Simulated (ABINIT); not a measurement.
Set up this calculation in ABINIT 10.8.3 (patched build), as the native input.

```yaml
Task: relaxation of cell and atoms
Functional: LDA
Potentials_or_basis: JTH PAW LDA v2.0
Cutoff: 544 eV
k_mesh: 8 × 8 × 3
Occupations: fermi-dirac, width 0.05 eV
Spin: no spin polarisation
Cell_freedom_optcell: 2
Cutoff_smearing_ecutsm_Ha: 0.5
Optimiser_ionmov: 2
Force_stop_Ha/bohr: 5e-05
Fine-grid_cutoff: 1088.46 eV
```

MoS2:

```
CELL_PARAMETERS angstrom
3.16900 0.00000 0.00000
-1.58450 2.74443 0.00000
0.00000 0.00000 12.32400
ATOMIC_POSITIONS crystal
Mo 0.66667 0.33333 0.75000
Mo 0.33333 0.66667 0.25000
S 0.66667 0.33333 0.37700
S 0.33333 0.66667 0.87700
S 0.66667 0.33333 0.12300
S 0.33333 0.66667 0.62300
```

These files were run (other wordings do the same):

run.abi

```
# Pseudopotentials
pp_dirpath "./"
pseudos "Mo.LDA_PW-JTH.xml, S.LDA_PW-JTH.xml"

# Structure
acell 3*1.0
rprim
     5.9885420889     0.0000000000     0.0000000000
    -2.9942710445     5.1862295807     0.0000000000
     0.0000000000     0.0000000000    23.2889847599
ntypat 2
znucl 42 16
natom 6
typat 1 1 2 2 2 2
xred
     0.6666666667     0.3333333333     0.7500000000
     0.3333333333     0.6666666667     0.2500000000
     0.6666666667     0.3333333333     0.3770000000
     0.3333333333     0.6666666667     0.8770000000
     0.6666666667     0.3333333333     0.1230000000
     0.3333333333     0.6666666667     0.6230000000
chkprim 0
chksymtnons 0
tolsym 1.0e-6

# Plane-wave basis
ecut 20.0
pawecutdg 40.0

# k points
kptopt 1
ngkpt 8 8 3
nshiftk 1
shiftk 0.0 0.0 0.0

# Exchange and correlation
ixc 7

# Bands and occupations
nband 32
occopt 3
tsmear 0.05 eV

# SCF cycle
nstep 100
tolvrs 1.0e-9

# Output
iomode 3
prtwf 0
prtden 0
prteig 0
prtebands 0
enunit 1

# Relaxation
ionmov 2
ntime 60
tolmxf 5.0e-5
optcell 2
dilatmx 1.08
ecutsm 0.5
```

Potentials or basis: JTH PAW LDA v2.0.

Launch:

```console
$ abinit run.abi > log 2>&1
```

It gave:

```yaml
Relaxed_volume: 17.00 Å³/atom
Relaxed_cell: a = 3.124 Å, b = 3.124 Å, c = 12.067 Å, α = 90.00°, β = 90.00°, γ = 120.00°
Space_group_after_relaxing_to_0.05_Å: P6_3/mmc (No. 194)
Energy_gained_by_relaxing: 12.1 meV/atom
Ionic_steps: 10
Pressure_after_relaxing: 0.0 GPa
Band_gap_on_the_k_mesh: 0.83 eV, indirect (least direct gap 2.04 eV)
Valence_electrons_inside_the_program's_atomic_spheres: Mo 11.33; S 3.61
```

Caveat: an odd mesh through Γ misses points on the zone boundary, where band edges often lie.

Wall time 16 min on 1 thread of Arm Neoverse V1 (shared host), peak memory 0.2 GiB.
